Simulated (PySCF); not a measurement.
**C2H4O2: NMR shifts at several levels of theory**

Aim: compute the NMR shifts of C2H4O2 (`CC(=O)O`) at several levels, and see how far they spread and what each costs.

Computed with PySCF 2.14.0, with density-fitted response routines of our own, on a single molecule in the gas phase. Atoms are numbered from 0 throughout.

**1. Starting geometry**

8 atoms, charge 0, multiplicity 1; geometry from: GFN2-xTB.

Bonds of the start (Å): C0–C1 1.50, C1–O2 1.20, C1–O3 1.34, C0–H4 1.09, C0–H5 1.09, C0–H6 1.09, O3–H7 0.97.

**2. Relaxing the molecule at PBE0-D3(BJ)/def2-SVP**

The job: settings as JSON, then the geometry in Å.

```
{"job": {"xc": "PBE0", "basis": "def2-SVP", "d3": "d3bj", "grid": 1, "kind": "geom"}, "charge": 0, "multiplicity": 1}
C     -1.418920    -0.280850    -0.150990
C      0.025250     0.103680    -0.008790
O      0.468890     1.216690    -0.078730
O      0.801700    -0.966800     0.214150
H     -1.746870    -0.780970     0.757040
H     -2.020390     0.603500    -0.334620
H     -1.523030    -0.979520    -0.977500
H      1.729590    -0.699140     0.303590
```

What it wrote:

```text
step   0  E = -228.66862754  max force = 0.009557
step   1  E = -228.66933017  max force = 0.004274
step   2  E = -228.66937299  max force = 0.001028
step   3  E = -228.66937123  max force = 0.000861
step   4  E = -228.66937949  max force = 0.000233
optimisation converged
```

Run time: 5 s. Hardware: 4 threads of Arm Neoverse V1, shared host.

The steps of the relaxation:

| step | energy from step 0 (eV) | largest force component (eV/Å) |
| --- | --- | --- |
| 0 | 0.0000 | 0.4914 |
| 1 | -0.0191 | 0.2198 |
| 2 | -0.0203 | 0.0529 |
| 3 | -0.0202 | 0.0443 |
| 4 | -0.0205 | 0.0120 |

Distances of close pairs at the start and the end, largest changes first:

| bond | before (Å) | after (Å) | change (Å) |
| --- | --- | --- | --- |
| C0–H6 | 1.087 | 1.100 | +0.013 |
| C0–H4 | 1.087 | 1.100 | +0.012 |
| C0–H5 | 1.085 | 1.095 | +0.010 |
| C0–C1 | 1.501 | 1.499 | -0.002 |
| C1–O2 | 1.200 | 1.202 | +0.002 |
| C1–O3 | 1.341 | 1.343 | +0.002 |
| O3–H7 | 0.970 | 0.970 | -0.000 |

The end geometry stands in the next job.

| at the end point | value |
| --- | --- |
| point group (found at 0.08 Å tolerance) | Cs |
| rotational constants (GHz, main isotopes) | 11.476, 9.521, 5.379 |
| dipole moment (D) | 1.66 |

**3. Shielding tensors: PBE0/pcSseg-2**

The job: settings as JSON, then the geometry in Å.

```
{"job": {"kind": "nmr", "xc": "PBE0", "basis": "pcSseg-2", "pop": false}, "charge": 0, "multiplicity": 1}
C     -1.412191    -0.278378    -0.154772
C      0.032791     0.090479    -0.003511
O      0.484687     1.202433    -0.064846
O      0.801379    -0.988062     0.216896
H     -1.763734    -0.786334     0.755122
H     -2.005714     0.623563    -0.337487
H     -1.531249    -0.986850    -0.987448
H      1.710252    -0.660261     0.300195
```

Level: GIAO PBE0/pcSseg-2 NMR shielding, non-relativistic, gas phase.

What it wrote:

```text
coarse grid: 6824 points
cycle   1  E = -228.7840184743  dE =  6.064e-01  |g| = 9.165e-01  |ddm| = 1.841e+00
cycle   2  E = -228.4675702943  dE =  3.164e-01  |g| = 1.604e+00  |ddm| = 1.402e+00
cycle   3  E = -228.9228731614  dE = -4.553e-01  |g| = 2.759e-01  |ddm| = 1.039e+00
cycle   4  E = -228.9364406749  dE = -1.357e-02  |g| = 7.034e-02  |ddm| = 1.523e-01
cycle   5  E = -228.9371672694  dE = -7.266e-04  |g| = 2.206e-02  |ddm| = 3.836e-02
cycle   6  E = -228.9372738923  dE = -1.066e-04  |g| = 3.696e-03  |ddm| = 1.365e-02
cycle   7  E = -228.9372764944  dE = -2.602e-06  |g| = 7.434e-04  |ddm| = 2.249e-03
final grid: 66320 points
cycle   8  E = -228.9316889780  dE = -5.138e-05  |g| = 9.633e-03  |ddm| = 2.759e-02
cycle   9  E = -228.9316575379  dE =  3.144e-05  |g| = 1.633e-02  |ddm| = 1.142e-02
cycle  10  E = -228.9317050836  dE = -4.755e-05  |g| = 2.058e-03  |ddm| = 7.816e-03
cycle  11  E = -228.9317058434  dE = -7.598e-07  |g| = 3.734e-04  |ddm| = 1.085e-03
cycle  12  E = -228.9317058624  dE = -1.902e-08  |g| = 1.440e-04  |ddm| = 1.939e-04
cycle  13  E = -228.9317058667  dE = -4.295e-09  |g| = 1.699e-05  |ddm| = 8.205e-05
cycle  14  E = -228.9317058668  dE = -5.423e-11  |g| = 2.127e-06  |ddm| = 1.092e-05
converged SCF energy = -228.9317058668

GIAO shielding tensors (ppm)
atom      isotropic    diamagn.    paramagn.     s11        s22        s33       span
  0 C      163.997     242.225     -78.228    144.769    155.655    191.566     46.797
  1 C        5.026     250.877    -245.850   -100.467     40.563     74.984    175.451
  2 O     -110.980     397.847    -508.828   -365.151   -212.359    244.570    609.722
  3 O      117.883     390.116    -272.232    -39.569    136.115    257.104    296.673
  4 H       29.153      28.400       0.753     25.897     27.913     33.650      7.754
  5 H       29.543      28.605       0.938     25.858     28.213     34.558      8.700
  6 H       29.154      28.412       0.742     25.882     27.928     33.651      7.769
  7 H       25.502      31.612      -6.110     20.581     22.955     32.971     12.390
```

It took 8.3 s on 4 threads of Arm Neoverse V1, shared host.

The references, computed at this level on geometries of the same kind, shield at (ppm): ¹H TMS 31.25, ¹³C TMS 184.1, ¹⁷O H2O 328.2. Their shielding less the atom's gives the shift. The references are single molecules in the gas phase, so shifts against H2O, NH3, PH3, H3PO4 or CFCl3 are not on the usual liquid scales and can be off by tens of ppm. Atoms listed in one row are averaged.

| atoms | environment | σ (ppm) | δ (ppm) |
| --- | --- | --- | --- |
| C1 | carboxylic acid carbon | 5.0 | 179.1 |
| C0 | methyl carbon α to a carbonyl | 164.0 | 20.1 |
| H7 | hydrogen on an acid hydroxyl oxygen | 25.50 | 5.74 |
| H4, H5, H6 | hydrogen on a methyl carbon α to a carbonyl | 29.28 | 1.96 |
| O2 | carbonyl oxygen | -111.0 | 439.1 |
| O3 | acid hydroxyl oxygen | 117.9 | 210.3 |

**4. Nuclear shieldings: PBE/pcSseg-2**

The job, as its differences from that of step 3:

```diff
@@ -1,2 +1,2 @@
-{"job": {"kind": "nmr", "xc": "PBE0", "basis": "pcSseg-2", "pop": false}, "charge": 0, "multiplicity": 1}
+{"job": {"kind": "nmr", "xc": "PBE", "basis": "pcSseg-2", "pop": false}, "charge": 0, "multiplicity": 1}
 C     -1.412191    -0.278378    -0.154772
```

Method: GIAO PBE/pcSseg-2 NMR shielding, non-relativistic, gas phase.

What it wrote:

```text
coarse grid: 6824 points
cycle   1  E = -228.7416879046  dE =  5.814e-01  |g| = 1.039e+00  |ddm| = 1.860e+00
cycle   2  E = -227.8243753544  dE =  9.173e-01  |g| = 2.334e+00  |ddm| = 2.509e+00
cycle   3  E = -228.8635021397  dE = -1.039e+00  |g| = 6.127e-01  |ddm| = 2.217e+00
cycle   4  E = -228.9347526224  dE = -7.125e-02  |g| = 1.339e-01  |ddm| = 3.486e-01
cycle   5  E = -228.9366097763  dE = -1.857e-03  |g| = 7.168e-02  |ddm| = 8.070e-02
cycle   6  E = -228.9377712283  dE = -1.161e-03  |g| = 1.043e-02  |ddm| = 4.474e-02
cycle   7  E = -228.9377959118  dE = -2.468e-05  |g| = 1.499e-03  |ddm| = 7.224e-03
cycle   8  E = -228.9377962533  dE = -3.415e-07  |g| = 8.191e-04  |ddm| = 1.785e-03
final grid: 66320 points
cycle   9  E = -228.9313352245  dE = -7.334e-05  |g| = 1.440e-02  |ddm| = 3.860e-02
cycle  10  E = -228.9311724168  dE =  1.628e-04  |g| = 3.280e-02  |ddm| = 2.094e-02
cycle  11  E = -228.9313683055  dE = -1.959e-04  |g| = 5.573e-03  |ddm| = 1.643e-02
cycle  12  E = -228.9313742087  dE = -5.903e-06  |g| = 8.660e-04  |ddm| = 3.144e-03
cycle  13  E = -228.9313743161  dE = -1.074e-07  |g| = 3.243e-04  |ddm| = 5.047e-04
cycle  14  E = -228.9313743389  dE = -2.289e-08  |g| = 3.570e-05  |ddm| = 2.025e-04
cycle  15  E = -228.9313743392  dE = -2.224e-10  |g| = 1.325e-05  |ddm| = 3.133e-05
converged SCF energy = -228.9313743392

GIAO shielding tensors (ppm)
atom      isotropic    diamagn.    paramagn.     s11        s22        s33       span
  0 C      160.129     242.632     -82.503    139.861    152.330    188.195     48.334
  1 C        3.707     250.516    -246.808    -97.010     39.750     68.382    165.392
  2 O     -109.865     398.448    -508.313   -348.793   -206.812    226.010    574.802
  3 O      104.663     389.778    -285.115    -48.803    119.148    243.645    292.448
  4 H       29.044      28.597       0.447     25.861     27.990     33.282      7.421
  5 H       29.548      28.845       0.703     26.036     28.322     34.285      8.249
  6 H       29.045      28.608       0.437     25.846     28.005     33.284      7.438
  7 H       25.570      31.885      -6.315     20.465     23.919     32.326     11.862
```

Run time: 8.3 s. Hardware: 4 threads of Arm Neoverse V1, shared host.

Key values: δ C1 175.7, C0 19.3, O2 437.7, O3 223.2, H7 5.61, H4 1.97 ppm (means over like atoms).

**5. NMR shieldings: wB97X-D/pcSseg-2**

The job, as its differences from that of step 4:

```diff
@@ -1,2 +1,2 @@
-{"job": {"kind": "nmr", "xc": "PBE", "basis": "pcSseg-2", "pop": false}, "charge": 0, "multiplicity": 1}
+{"job": {"kind": "nmr", "xc": "wB97X-D", "basis": "pcSseg-2", "pop": false}, "charge": 0, "multiplicity": 1}
 C     -1.412191    -0.278378    -0.154772
```

Method: GIAO wB97X-D/pcSseg-2 NMR shielding, non-relativistic, gas phase.

What it wrote:

```text
coarse grid: 6824 points
cycle   1  E = -228.9448155711  dE =  6.650e-01  |g| = 9.759e-01  |ddm| = 1.833e+00
cycle   2  E = -228.8271864995  dE =  1.176e-01  |g| = 1.327e+00  |ddm| = 1.050e+00
cycle   3  E = -229.1157737039  dE = -2.886e-01  |g| = 1.518e-01  |ddm| = 6.409e-01
cycle   4  E = -229.1192393614  dE = -3.466e-03  |g| = 5.987e-02  |ddm| = 7.872e-02
cycle   5  E = -229.1198187512  dE = -5.794e-04  |g| = 1.168e-02  |ddm| = 3.123e-02
cycle   6  E = -229.1198486639  dE = -2.991e-05  |g| = 3.382e-03  |ddm| = 9.290e-03
cycle   7  E = -229.1198518322  dE = -3.168e-06  |g| = 8.552e-04  |ddm| = 3.268e-03
final grid: 66320 points
cycle   8  E = -229.1120681447  dE = -1.202e-04  |g| = 4.911e-03  |ddm| = 3.630e-02
cycle   9  E = -229.1120703719  dE = -2.227e-06  |g| = 3.834e-03  |ddm| = 5.046e-03
cycle  10  E = -229.1120729889  dE = -2.617e-06  |g| = 8.552e-04  |ddm| = 1.910e-03
cycle  11  E = -229.1120730883  dE = -9.938e-08  |g| = 5.238e-04  |ddm| = 5.510e-04
cycle  12  E = -229.1120731363  dE = -4.799e-08  |g| = 8.524e-05  |ddm| = 3.111e-04
cycle  13  E = -229.1120731380  dE = -1.784e-09  |g| = 4.819e-05  |ddm| = 6.396e-05
cycle  14  E = -229.1120731387  dE = -6.552e-10  |g| = 7.365e-06  |ddm| = 5.467e-05
converged SCF energy = -229.1120731387

GIAO shielding tensors (ppm)
atom      isotropic    diamagn.    paramagn.     s11        s22        s33       span
  0 C      163.380     241.641     -78.260    143.853    155.064    191.223     47.370
  1 C        3.590     250.850    -247.260   -103.077     39.028     74.818    177.895
  2 O     -110.685     396.957    -507.642   -367.606   -214.253    249.805    617.411
  3 O      120.027     389.647    -269.620    -37.531    137.661    259.950    297.481
  4 H       29.264      28.324       0.939     26.037     28.019     33.735      7.698
  5 H       29.622      28.548       1.074     25.930     28.302     34.635      8.705
  6 H       29.264      28.339       0.926     26.023     28.035     33.736      7.713
  7 H       25.580      31.586      -6.006     20.753     22.854     33.134     12.380
```

It took 9.9 s on 4 threads of Arm Neoverse V1, shared host.

This run: δ C1 180.8, C0 21.0, O2 437.5, O3 206.8, H7 5.78, H4 1.97 ppm (means over like atoms).

**6. Nuclear shieldings: KT2/pcSseg-2**

The job, as its differences from that of step 5:

```diff
@@ -1,2 +1,2 @@
-{"job": {"kind": "nmr", "xc": "wB97X-D", "basis": "pcSseg-2", "pop": false}, "charge": 0, "multiplicity": 1}
+{"job": {"kind": "nmr", "xc": "KT2", "basis": "pcSseg-2", "pop": false}, "charge": 0, "multiplicity": 1}
 C     -1.412191    -0.278378    -0.154772
```

With the program's defaults for keys left out, this is: GIAO KT2/pcSseg-2 NMR shielding, non-relativistic, gas phase.

What it wrote:

```text
coarse grid: 6824 points
cycle   1  E = -232.4602605382  dE =  6.132e-01  |g| = 1.090e+00  |ddm| = 1.864e+00
cycle   2  E = -231.5495204874  dE =  9.107e-01  |g| = 2.307e+00  |ddm| = 2.565e+00
cycle   3  E = -232.6066246350  dE = -1.057e+00  |g| = 5.913e-01  |ddm| = 2.271e+00
cycle   4  E = -232.6745081133  dE = -6.788e-02  |g| = 1.500e-01  |ddm| = 3.680e-01
cycle   5  E = -232.6775274035  dE = -3.019e-03  |g| = 6.174e-02  |ddm| = 8.599e-02
cycle   6  E = -232.6784163226  dE = -8.889e-04  |g| = 1.032e-02  |ddm| = 4.235e-02
cycle   7  E = -232.6784416410  dE = -2.532e-05  |g| = 1.456e-03  |ddm| = 8.292e-03
cycle   8  E = -232.6784420254  dE = -3.844e-07  |g| = 6.505e-04  |ddm| = 1.475e-03
final grid: 66320 points
cycle   9  E = -232.6927044818  dE = -3.365e-04  |g| = 7.546e-03  |ddm| = 1.100e-01
cycle  10  E = -232.6926838288  dE =  2.065e-05  |g| = 1.211e-02  |ddm| = 1.182e-02
cycle  11  E = -232.6927124418  dE = -2.861e-05  |g| = 4.487e-03  |ddm| = 7.963e-03
cycle  12  E = -232.6927159914  dE = -3.550e-06  |g| = 1.040e-03  |ddm| = 3.085e-03
cycle  13  E = -232.6927161871  dE = -1.957e-07  |g| = 4.744e-04  |ddm| = 7.933e-04
cycle  14  E = -232.6927162258  dE = -3.872e-08  |g| = 9.165e-05  |ddm| = 2.365e-04
cycle  15  E = -232.6927162274  dE = -1.556e-09  |g| = 1.017e-05  |ddm| = 6.609e-05
cycle  16  E = -232.6927162274  dE = -1.467e-11  |g| = 3.109e-06  |ddm| = 7.832e-06
converged SCF energy = -232.6927162274

GIAO shielding tensors (ppm)
atom      isotropic    diamagn.    paramagn.     s11        s22        s33       span
  0 C      164.106     242.140     -78.034    144.092    157.300    190.927     46.836
  1 C       14.456     251.213    -236.757    -80.184     50.980     72.571    152.756
  2 O      -88.772     395.000    -483.772   -310.237   -176.501    220.421    530.658
  3 O      112.133     387.782    -275.649    -33.531    119.795    250.135    283.666
  4 H       29.063      28.496       0.566     25.792     27.923     33.474      7.682
  5 H       29.573      28.821       0.752     26.011     28.251     34.459      8.448
  6 H       29.064      28.509       0.555     25.778     27.937     33.477      7.700
  7 H       25.760      31.631      -5.870     20.645     23.927     32.709     12.064
```

Wall time 8.7 s (4 threads of Arm Neoverse V1, shared host).

This run: δ C1 167.8, C0 18.2, O2 413.1, O3 212.2, H7 5.42, H4 1.94 ppm (means over like atoms).

**7. NMR shieldings: HF/pcSseg-2**

The job, as its differences from that of step 6:

```diff
@@ -1,2 +1,2 @@
-{"job": {"kind": "nmr", "xc": "KT2", "basis": "pcSseg-2", "pop": false}, "charge": 0, "multiplicity": 1}
+{"job": {"kind": "nmr", "xc": "HF", "basis": "pcSseg-2", "pop": false}, "charge": 0, "multiplicity": 1}
 C     -1.412191    -0.278378    -0.154772
```

Method: GIAO HF/pcSseg-2 NMR shielding, non-relativistic, gas phase.

What it wrote:

```text
final grid: 66320 points
cycle   1  E = -227.7634571302  dE =  7.678e-01  |g| = 8.128e-01  |ddm| = 1.828e+00
cycle   2  E = -227.8428666677  dE = -7.941e-02  |g| = 5.910e-01  |ddm| = 6.263e-01
cycle   3  E = -227.9009400855  dE = -5.807e-02  |g| = 6.890e-02  |ddm| = 2.849e-01
cycle   4  E = -227.9023998178  dE = -1.460e-03  |g| = 3.346e-02  |ddm| = 5.665e-02
cycle   5  E = -227.9026956660  dE = -2.958e-04  |g| = 9.077e-03  |ddm| = 2.577e-02
cycle   6  E = -227.9027438849  dE = -4.822e-05  |g| = 4.063e-03  |ddm| = 1.093e-02
cycle   7  E = -227.9027564316  dE = -1.255e-05  |g| = 1.349e-03  |ddm| = 7.167e-03
cycle   8  E = -227.9027576718  dE = -1.240e-06  |g| = 3.794e-04  |ddm| = 2.295e-03
cycle   9  E = -227.9027577469  dE = -7.506e-08  |g| = 7.522e-05  |ddm| = 5.471e-04
cycle  10  E = -227.9027577505  dE = -3.685e-09  |g| = 1.605e-05  |ddm| = 1.299e-04
cycle  11  E = -227.9027577507  dE = -1.390e-10  |g| = 2.740e-06  |ddm| = 2.675e-05
converged SCF energy = -227.9027577507

GIAO shielding tensors (ppm)
atom      isotropic    diamagn.    paramagn.     s11        s22        s33       span
  0 C      170.827     237.611     -66.784    153.115    163.507    195.859     42.744
  1 C       10.804     250.036    -239.232   -104.899     46.066     91.246    196.145
  2 O      -91.197     396.819    -488.017   -362.841   -191.112    280.360    643.201
  3 O      151.834     390.491    -238.657     -1.286    168.948    287.841    289.127
  4 H       29.618      28.164       1.454     26.206     28.101     34.546      8.340
  5 H       29.803      28.285       1.518     25.798     28.397     35.215      9.418
  6 H       29.618      28.177       1.441     26.191     28.118     34.547      8.356
  7 H       25.696      31.368      -5.672     21.227     21.302     34.560     13.333
```

It took 3.9 s on 4 threads of Arm Neoverse V1, shared host.

In short: δ C1 180.7, C0 20.6, O2 417.5, O3 174.5, H7 5.99, H4 2.00 ppm (means over like atoms).

**8. Side by side: NMR shifts**

Shifts (ppm), means over like atoms, with basis size and wall time:

| run | C1 | C0 | H7 | H4 | O2 | O3 | functions | time |
| --- | --- | --- | --- | --- | --- | --- | --- | --- |
| PBE0/pcSseg-2 | 179.1 | 20.1 | 5.74 | 1.96 | 439.1 | 210.3 | 200 | 8.3 s |
| PBE/pcSseg-2 | 175.7 | 19.3 | 5.61 | 1.97 | 437.7 | 223.2 | 200 | 8.3 s |
| wB97X-D/pcSseg-2 | 180.8 | 21.0 | 5.78 | 1.97 | 437.5 | 206.8 | 200 | 9.9 s |
| KT2/pcSseg-2 | 167.8 | 18.2 | 5.42 | 1.94 | 413.1 | 212.2 | 200 | 8.7 s |
| HF/pcSseg-2 | 180.7 | 20.6 | 5.99 | 2.00 | 417.5 | 174.5 | 200 | 3.9 s |

**9. Results**

| quantity | value |
| --- | --- |
| point group | Cs |
| rotational constants (main isotopes) | 11.48, 9.52, 5.38 GHz |
| ¹³C shifts against TMS (PBE0/pcSseg-2) | 179.1, 20.1 ppm |
| ¹H shifts against TMS (PBE0/pcSseg-2, means over atoms taken as alike) | 5.74, 1.96 ppm |
| ¹⁷O shifts against H2O (PBE0/pcSseg-2) | 439.1, 210.3 ppm |
| range of the shift of O3 | 174.5 to 223.2 ppm |

In words: Single values in the summary come from the first run of each kind that ended normally (PBE0/pcSseg-2), which need not be the best level. The optimisation took 4 steps and gained 0.020 eV; among the close pairs (by a distance rule), C0–H6 changed most, from 1.087 to 1.100 Å. No frequency check was run at this level, so the end point may be a saddle. The most deshielded carbon is C1 (carboxylic acid carbon), at 179.1 ppm: it is a carbonyl in resonance with an O or N lone pair, the region of acids, esters and amides. At PBE0/pcSseg-2: The largest span, 610 ppm, is at O2, where the paramagnetic term is -509 ppm. In ppm, O3 moves most: its shift spreads over 48.7 ppm, from 174.5 (HF/pcSseg-2) to 223.2 (PBE/pcSseg-2).
